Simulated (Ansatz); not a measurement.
An Ansatz (an electronic-structure program) run: BaSnO3 with a change (isotropic strain −1.47 %); plane-wave PAW DFT at the PBEsol level (Ansatz, 420 eV), no spin-orbit coupling.

Input:

Ansatz 0.2 input:
```yaml
crystal:
  lattice:
    - [4.0612676705, 0, 0]
    - [0, 4.0612676705, 0]
    - [0, 0, 4.0612676705]
  atoms:
    - { symbol: Ba, position: [0, 0, 0] }
    - { symbol: Sn, position: [0.5, 0.5, 0.5] }
    - { symbol: O, position: [0, 0.5, 0.5] }
    - { symbol: O, position: [0.5, 0.5, 0] }
    - { symbol: O, position: [0.5, 0, 0.5] }
basis: { ecutwfc: 420, ecutrho_ratio: 4, xc_grid: 2, fft_grid_basis: typed }
kpoints: { mp_grid: { grid: [8, 8, 8] } }
hamiltonian:
  xc: pbesol
  dispersion: none
  pseudopotentials: { kind: paw }
scf: { occupations: { method: fermi_dirac, width: 0.05 }, convergence: { dr2_threshold: 0.0000000005 } }
relax: { f_tol: 0.005, max_steps: 50 }
output: { forces: true, stress: true }
checkpoint: { write: state.ck, write_every: 1000 }
```

Output (explanatory and most iteration lines left out):

```
Relaxation: its limit of steps is 50 (relax.max_steps)
Pseudopotential: Ba, paw, valence charge 10
Pseudopotential: Sn, paw, valence charge 14
Pseudopotential: O, paw, valence charge 6
Crystal: 5 atoms, lattice volume = 66.986 Å³
Basis set: ecut = 420 eV, 1357 PW (Γ), exchange–correlation on 60×60×60 points (8 copies of the dense FFT grid, shifted against one another)
Bands: 26, of which v1, the nominal top of the filled ones, is band 21 counted from 1 (20 counted from 0)
Symmetry: 48 space group operations
Space group: Pm-3m (ITA 221), of the structure as read, at distance tolerance 4.1e-5 Å
k-points: 35 of 512
Functional: x = pbesol(κ = 0.804, μ = 0.12345679012345678), c = pbesol(β = 0.046)
SCF iter   1: F=—  HF=-13498.697639 eV  |F-HF|=—  |Δ(HF+E_count)|=         —  Δρ=1.57e-2  dr2=1.35e-1  ethr=1.77e-3  ⟨swp⟩=9.0  Hψ=5434  notcnv=0
SCF iter   2: F=—  HF=-13498.658819 eV  |F-HF|=—  |Δ(HF+E_count)|=   3.88e-2  Δρ=2.61e-3  dr2=1.81e-3  ethr=3.21e-4  ⟨swp⟩=2.6  Hψ=1729  notcnv=0  defer=32
SCF 1 converged in 7 iterations: F = -13498.658544 eV  dr2 = 2.88e-10
relax step   1: F+E_penalty+E_count = -13498.65854404 eV  Δ(F+E_penalty+E_count) = +0.000e0 eV  max|allowed force component| = 5.041e-29 eV/Å  Δτ_max = 0.0000 Å  (7 SCF iters, accepted)
SCF converged after 7 iterations
Free energy (F): -13498.658544 eV
Internal energy: -13498.658544 eV  (E = F + TS)
E sigma→0 (E₀):  -13498.658544 eV
Entropy (-TS):   -0.000000 eV (-0.000 meV/atom)
Fermi energy:    11.476124 eV
--- Forces (eV/Å), atoms counted from 1 ---
  atom   1  Ba    -0.00000000    -0.00000000    -0.00000000
  atom   2  Sn     0.00000000    -0.00000000     0.00000000
  atom   3  O      0.00000000     0.00000000     0.00000000
  atom   4  O     -0.00000000     0.00000000    -0.00000000
  atom   5  O     -0.00000000    -0.00000000     0.00000000
--- Stress (GPa, compression-positive) ---
        7.497096      -0.000000       0.000000
        0.000000       7.497096      -0.000000
       -0.000000       0.000000       7.497096
  P = ⅓ Tr σ = 7.4971 GPa (74.971 kbar)
--- Relaxed structure (1 steps of the walk, 1 accepted, 0 SCFs on fresh bases) ---
  atoms:
    - { symbol: Ba, position: [0.0, 0.0, 0.0] }
    - { symbol: Sn, position: [0.5, 0.5, 0.5] }
    - { symbol: O, position: [0.0, 0.5, 0.5] }
    - { symbol: O, position: [0.5, 0.5, 0.0] }
    - { symbol: O, position: [0.5, 0.0, 0.5] }
```

No phonon test of stability was made. The cell was made from BaSnO₃ in the cubic perovskite structure (space group Pm-3m, No. 221) by this change: isotropic strain −1.47 %.
